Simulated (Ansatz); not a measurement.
# PbS: the cost of one run

Program: Ansatz 0.2.0. Level of theory: DFT PBE, scalar-relativistic, plane waves, PAW. These are calculated values, not measurements.

### Step 1. Starting point

Symmetry: P6_3/mmc, No. 194, hexagonal system. The conventional cell has a = 5.031 Å, b = 5.031 Å, c = 6.021 Å, α = 90.00°, β = 90.00°, γ = 120.00°. Pb (site symmetry -6m2) has 5 S at 2.90 to 3.01 Å as nearest neighbours. S (site symmetry -6m2) has 5 Pb at 2.90 to 3.01 Å as nearest neighbours.

Coordinates:

```cif
data_structure
_symmetry_space_group_name_H-M 'P6_3/mmc'
_symmetry_Int_Tables_number 194
_cell_length_a 5.0308
_cell_length_b 5.0308
_cell_length_c 6.0212
_cell_angle_alpha 90.000
_cell_angle_beta 90.000
_cell_angle_gamma 120.000
_cell_volume 131.97
loop_
_atom_site_label
_atom_site_type_symbol
_atom_site_symmetry_multiplicity
_atom_site_Wyckoff_symbol
_atom_site_fract_x
_atom_site_fract_y
_atom_site_fract_z
_atom_site_occupancy
Pb1 Pb 2 c 0.33333 0.66667 0.25000 1
S1 S 2 d 0.66667 0.33333 0.25000 1
```

The start is the relaxed end of an invented cell (made as: 5-connected net, two elements alternating (P6_3/mmc, No. 194)), taken up again for a closer look.

### Step 2. The guess as it stands, on a coarse mesh

Contents of input.yaml:

```yaml
crystal:
  lattice:
    - [5.0307724, 0.0, 0.0]
    - [-2.5153862, 4.3567767, 0.0]
    - [0.0, 0.0, 6.0212141]
  atoms:
    - { symbol: Pb, position: [0.3333333, 0.6666667, 0.25] }
    - { symbol: Pb, position: [0.6666667, 0.3333333, 0.75] }
    - { symbol: S, position: [0.6666667, 0.3333333, 0.25] }
    - { symbol: S, position: [0.3333333, 0.6666667, 0.75] }
basis:
  ecutwfc: 420
kpoints:
  mp_grid: { grid: [6, 6, 4] }
hamiltonian:
  xc: pbe
scf:
  occupations: { method: gaussian, width: 0.1 }
  lower_state_search: "off"
output:
  forces: true
  stress: true
  eigenvalues: true
```

Started as:

```bash
ansatz run input.yaml --threads 1 --pin off --max-ram 3072MiB --backend cpu --events-out ev --progress --plain --runs-dir out
```

**Question.** How long does this run take on 1 thread of Intel Xeon 6975P-C (Granite Rapids), shared host, and how much memory does it need?

About 2.2 s, with a peak of 0.43 GiB.
